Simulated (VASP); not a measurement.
# CdTe (F-43m) in VASP: notebook, part 3 of 3

VASP 6.6.1. Earlier steps stand in the parts before.

## Step 7: Single point, PBEsol

Input file INCAR:

```
ALGO     = Normal         # electronic algorithm
EDIFF    = 1E-6           # SCF threshold, eV
ENCUT    = 500            # plane-wave cutoff, eV
GGA      = PS             # functional
GGA_COMPAT= F            
ISIF     = 2              # what is computed and relaxed
ISMEAR   = 0              # smearing method
ISYM     = 0            
LASPH    = T              # aspherical terms in the spheres
LCHARG   = F              # write CHGCAR
LREAL    = F              # projectors in reciprocal space
LWAVE    = F              # write WAVECAR
NBANDS   = 16             # bands
NELM     = 120            # most SCF steps
PREC     = Accurate       # precision mode
SIGMA    = 0.01           # smearing width, eV
```

Input file KPOINTS:

```
k-points
0
Gamma
  8 8 1
```

Input file POSCAR:

```
CdTe
1.0
    0.0000000000      3.2799012430      3.2799012430
    3.2799012430      0.0000000000      3.2799012430
    3.2799012430      3.2799012430      0.0000000000
Cd Te
1 1
Direct
    0.0000000000      0.0000000000      0.0000000000
    0.2500000000      0.2500000000      0.2500000000
```

Potentials or basis: VASP PAW PBE potentials, release 64 (Cd, Te).

Command:

```console
$ cat potpaw_PBE.64/Cd/POTCAR potpaw_PBE.64/Te/POTCAR > POTCAR
$ mpirun -np 1 vasp_std > vasp.out
```

OUTCAR:

```text
EDIFF = 1E-6
   ENCUT = 500
   GGA = PS
   ISIF = 2
   ISMEAR = 0
   ISYM = 0
   LASPH = T
   LREAL = F
   NELM = 120
   PREC = Accurate

 ion  position               nearest neighbor table
   1  0.000  0.000  0.000-   2 2.84   2 2.84   2 2.84   2 2.84
   2  0.250  0.250  0.250-   1 2.84   1 2.84   1 2.84   1 2.84

IMPORTANT INFORMATION: All symmetrisations will be switched off!
NOSYMM: (Re-)initialisation of all symmetry stuff for point group C_1.

----------------------------------------------------------------------------------------

                                     Primitive cell

  volume of cell :      70.5687

  direct lattice vectors                    reciprocal lattice vectors
     0.000000000  3.279901243  3.279901243    -0.152443614  0.152443614  0.152443614
     3.279901243  0.000000000  3.279901243     0.152443614 -0.152443614  0.152443614
     3.279901243  3.279901243  0.000000000     0.152443614  0.152443614 -0.152443614

  length of vectors
     4.638480821  4.638480821  4.638480821     0.264040085  0.264040085  0.264040085

  position of ions in fractional coordinates (direct lattice)
     0.000000000  0.000000000  0.000000000
     0.250000000  0.250000000  0.250000000

  ion indices of the primitive-cell ions
   primitive index   ion index
                 1           1
                 2           2

----------------------------------------------------------------------------------------

 KPOINTS: k-points

Automatic generation of k-mesh.
 Grid dimensions read from file:
 generate k-points for:    8    8    1

 Generating k-lattice:

  Cartesian coordinates                     Fractional coordinates (reciprocal lattice)
    -0.019055452  0.019055452  0.019055452     0.125000000  0.000000000  0.000000000
     0.019055452 -0.019055452  0.019055452     0.000000000  0.125000000  0.000000000
     0.152443614  0.152443614 -0.152443614     0.000000000  0.000000000  1.000000000

  Length of vectors
     0.033005011  0.033005011  0.264040085

  Shift w.r.t. Gamma in fractional coordinates (k-lattice)
     0.000000000  0.000000000  0.000000000

 -----------------------------------------------------------------------------
|                                                                             |
|           W    W    AA    RRRRR   N    N  II  N    N   GGGG   !!!           |
|           W    W   A  A   R    R  NN   N  II  NN   N  G    G  !!!           |
|           W    W  A    A  R    R  N N  N  II  N N  N  G       !!!           |
|           W WW W  AAAAAA  RRRRR   N  N N  II  N  N N  G  GGG   !            |
|           WW  WW  A    A  R   R   N   NN  II  N   NN  G    G                |
|           W    W  A    A  R    R  N    N  II  N    N   GGGG   !!!           |
|                                                                             |
|     Your reciprocal lattice and k-lattice belong to different lattice       |
|     classes:                                                                |
|                                                                             |
|        The reciprocal lattice is body-centered cubic,                       |
|        whereas your k-lattice is base centered orthorhombic.                |
|                                                                             |
|     Results are often still useful ...                                      |
|                                                                             |
 -----------------------------------------------------------------------------

 WARNING: IBZKPT: internal override: KBLOWUP is changed to .FALSE.
      ... skipping the blow-up phase ...

 Subroutine IBZKPT returns following result:
 ===========================================

 Found     34 irreducible k-points:

 Following reciprocal coordinates:
            Coordinates               Weight
  0.000000  0.000000  0.000000      1.000000
  0.125000  0.000000  0.000000      2.000000
  0.250000  0.000000  0.000000      2.000000
  0.375000  0.000000  0.000000      2.000000
  0.500000  0.000000  0.000000      1.000000
  0.000000  0.125000  0.000000      2.000000
[... 16 lines left out ...]
  0.125000  0.375000  0.000000      2.000000
  0.250000  0.375000  0.000000      2.000000
 [... further k-points ...]
   k-points           NKPTS =     34   k-points in BZ     NKDIM =     34   number of bands    NBANDS=     16
   number of dos      NEDOS =    301   number of ions     NIONS =      2
   total plane-waves  NPLWV =  46656
   dimension x,y,z NGX =    36 NGY =   36 NGZ =   36
   dimension x,y,z NGXF=    72 NGYF=   72 NGZF=   72
   ions per type =               1   1
   NGX,Y,Z   is equivalent  to a cutoff of  12.90, 12.90, 12.90 a.u.
   NGXF,Y,Z  is equivalent  to a cutoff of  25.81, 25.81, 25.81 a.u.
 SYSTEM =  unknown system
   PREC   = accura    normal or accurate (medium, high low for compatibility)
   ISTART =      0    job   : 0-new  1-cont  2-samecut
   ICHARG =      2    charge: 1-file 2-atom 10-const
   ISPIN  =      1    spin polarized calculation?
   LNONCOLLINEAR =      F non collinear calculations
   LSORBIT =      F    spin-orbit coupling
   LASPH  =      T    aspherical Exc in radial PAW
   ENCUT  =  500.0 eV  36.75 Ry    6.06 a.u.   8.46  8.46  8.46*2*pi/ulx,y,z
   NELM   =    120;   NELMIN=  2; NELMDL= -5     # of ELM steps
   EDIFF  = 0.1E-05   stopping-criterion for ELM
   LREAL  =      F    real-space projection
   EDIFFG = 0.1E-04   stopping-criterion for IOM
   NSW    =      0    number of steps for IOM
   IBRION =     -1    ionic relax: 0-MD 1-quasi-New 2-CG
   NFREE  =      0    steps in history (QN), initial steepest desc. (CG)
   ISIF   =      2    stress and relaxation
   ISYM   =      0    0-nonsym 1-usesym 2-fastsym
   POTIM  = 0.5000    time-step for ionic-motion
   TEBEG  =    0.0;   TEEND  =   0.0 temperature during run
   PSTRESS=    0.0 pullay stress
   NELECT =      18.0000    total number of electrons
   NUPDOWN=      -1.0000    fix difference up-down
   EMIN   =  10.00;   EMAX   =-10.00  energy-range for DOS
   EFERMI =   0.00;   METHOD = LEGACY
   ISMEAR =     0;   SIGMA  =   0.01  broadening in eV -4-tet -1-fermi 0-gaus
   EFERMI_NEDOS =   21; number of points for ismear=-14 and -15
   IALGO  =     38    algorithm
   IMIX   =      4    mixing-type and parameters
     AMIX     =   0.40;   BMIX     =  1.00
     AMIX_MAG =   1.60;   BMIX_MAG =  1.00
  volume/ion in A,a.u.               =      35.28       238.11
  Fermi-wavevector in a.u.,A,eV,Ry     =   1.038233  1.961976 14.666102  1.077928
  Thomas-Fermi vector in A             =   2.172708
   LORBIT       =      0    0 simple, 1 ext, 2 COOP (PROOUT), +10 PAW based schemes
   GGA     = PS    functional components
   LHFCALC =     F    Hartree Fock is set to
   AEXX    =    0.0000 exact exchange contribution
   IVDW    =     0    specifies the selected vdW correction
   LEPSILON=     F    determine dielectric tensor
   LRPA    =     F    only Hartree local field effects (RPA)
 non-spin polarized calculation
 Gauss-broadening in eV      SIGMA  =   0.01
  energy-cutoff  :      500.00
  volume of cell :       70.57
 maximum number of plane-waves:      1812
 NGX is ok and might be reduce to    36
   NGX = 17   NGY = 17   NGZ = 17

 number of electron      18.0000006 magnetization

 Free energy of the ion-electron system (eV)
  ---------------------------------------------------
  ext. energy  EPLUGINS =         0.00000000
  ---------------------------------------------------
  free energy    TOTEN  =        -3.80421826 eV

  energy without entropy =       -3.80421826  energy(sigma->0) =       -3.80421826

 E-fermi :   2.1811     XC(G=0):  -8.5309

 val. band max:        2.1375929568   @ k =   0.0000   0.0000   0.0000
 cond. band min:       2.5374980908   @ k =   0.0000   0.0000   0.0000
 fundamental gap:      0.3999051340
 Fermi energy:         2.1810747435

 k-point     1 :       0.0000    0.0000    0.0000
  band No.  band energies     occupation
      1      -8.8982      2.00000
      2      -6.2785      2.00000
      3      -6.2514      2.00000
      4      -6.2420      2.00000
      5      -6.0603      2.00000
      6      -6.0052      2.00000
[... 8 lines left out ...]
     15      11.2613      0.00000
     16      11.2771      0.00000
[... 420 lines left out ...]
  band No.  band energies     occupation
      1      -8.5454      2.00000
      2      -6.1894      2.00000
      3      -6.1592      2.00000
      4      -6.1156      2.00000
      5      -5.9877      2.00000
      6      -5.8254      2.00000
[... 8 lines left out ...]
     15      12.1905      0.00000
     16      12.7696      0.00000

 [... further k-points ...]

------------------------ aborting loop because EDIFF is reached ----------------------------------------

  FORCE on cell =-STRESS in cart. coord.  units (eV):
  Direction    XX          YY          ZZ          XY          YZ          ZX
  --------------------------------------------------------------------------------------
  -------------------------------------------------------------------------------------
  Total        2.1632948      2.1632948      1.1247012      2.3371930      0.0000022      0.0000029
  in kB       49.1149813     49.1149812     25.5349760     53.0631291      0.0000503      0.0000649
  external PRESSURE =      41.2549795 kB  Pullay stress =       0.0000000 kB

 VOLUME and BASIS-vectors are now :
 -----------------------------------------------------------------------------
  energy-cutoff  :      500.00
  volume of cell :       70.57
      direct lattice vectors                 reciprocal lattice vectors
     0.000000000  3.279901243  3.279901243    -0.152443614  0.152443614  0.152443614
     3.279901243  0.000000000  3.279901243     0.152443614 -0.152443614  0.152443614
     3.279901243  3.279901243  0.000000000     0.152443614  0.152443614 -0.152443614

 POSITION                                       TOTAL-FORCE (eV/Angst)
 -----------------------------------------------------------------------------------
      0.00000      0.00000      0.00000        -0.000000     -0.000000     -0.875274
      1.63995      1.63995      1.63995         0.000000      0.000000      0.875274
 -----------------------------------------------------------------------------------
    total drift:                               -0.000001     -0.000000      0.000072

  FREE ENERGIE OF THE ION-ELECTRON SYSTEM (eV)
  ---------------------------------------------------
  free  energy   TOTEN  =        -3.8042182646 eV

  energy  without entropy=       -3.8042182646  energy(sigma->0) =       -3.80421826
```

Run time: 30 s. Hardware: 1 thread of Intel Xeon Platinum 8259CL at 2.50GHz (Skylake/Cascade Lake), shared host; peak memory 0.22 GiB.

The run converged, but its numbers aren't listed here, since they failed a check.

Caveat: the k points lie up to 1.66 Å⁻¹ apart; the PAW data sets were made with another functional, which shifts forces and pressure a little; spin-orbit coupling is left out, which moves the levels of the heavy elements.

## Step 8: Summary

```csv
level,potentials or basis,k mesh,gap on the mesh (eV),pressure (GPa)
PBEsol,"VASP PAW PBE potentials, release 64 (Cd, Te)",3 × 3 × 3,0.51,-0.3
PBEsol,"VASP PAW PBE potentials, release 64 (Cd, Te)",4 × 4 × 4,0.54,-0.9
PBEsol+D4,"VASP PAW PBE potentials, release 64 (Cd, Te)",4 × 4 × 4,0.54,-1.8
LDA,"VASP PAW LDA potentials, release 64 (Cd, Te)",4 × 4 × 4,0.42,-2.3
```

Alike in all rows: task single point; no spin polarisation; cell as given; cutoff (eV) 500; smearing gaussian 0.01 eV.

Caveats: some runs use coarse meshes; spin-orbit coupling is left out, which moves the levels of the heavy elements; the PAW data sets were made with another functional, which shifts forces and pressure a little (some runs).

Total energies depend on the potentials used, so only differences within one code and one set of settings carry meaning.

## Step 9: Comparison with measurements

Step 3. Measured gap of CdTe: 1.607 eV (0 K; a printed reference work, data compilation). This calculation gives 0.54 eV (-1.07 eV). So large a miss can be the level of theory's own, or it may mean another phase, state or a wrong row. Spin-orbit coupling on Cd, Te is left out. The value is that of PBEsol, without temperature or zero-point motion. Semilocal functionals fall short of measured gaps as a rule.

Step 4. A measured gap of CdTe is 1.607 eV (0 K; a printed reference work, data compilation); the calculated 0.54 eV misses it by -1.07 eV. So large a miss can be the level of theory's own, or it may mean another phase, state or a wrong row. Spin-orbit coupling on Cd, Te is left out. The value is that of PBEsol+D4, without temperature or zero-point motion. Semilocal functionals fall short of measured gaps as a rule.

Step 5. Against the measured gap of CdTe, 1.607 eV (0 K; a printed reference work, data compilation), the calculated 0.54 eV is off by -1.07 eV. So large a miss can be the level of theory's own, or it may mean another phase, state or a wrong row. Spin-orbit coupling on Cd, Te is left out. The value is that of PBEsol, without temperature or zero-point motion. Semilocal functionals fall short of measured gaps as a rule.

Step 6. A measured gap of CdTe is 1.607 eV (0 K; a printed reference work, data compilation); the calculated 0.42 eV misses it by -1.18 eV. So large a miss can be the level of theory's own, or it may mean another phase, state or a wrong row. Spin-orbit coupling on Cd, Te is left out. The value is that of LDA, without temperature or zero-point motion. Semilocal functionals fall short of measured gaps as a rule.
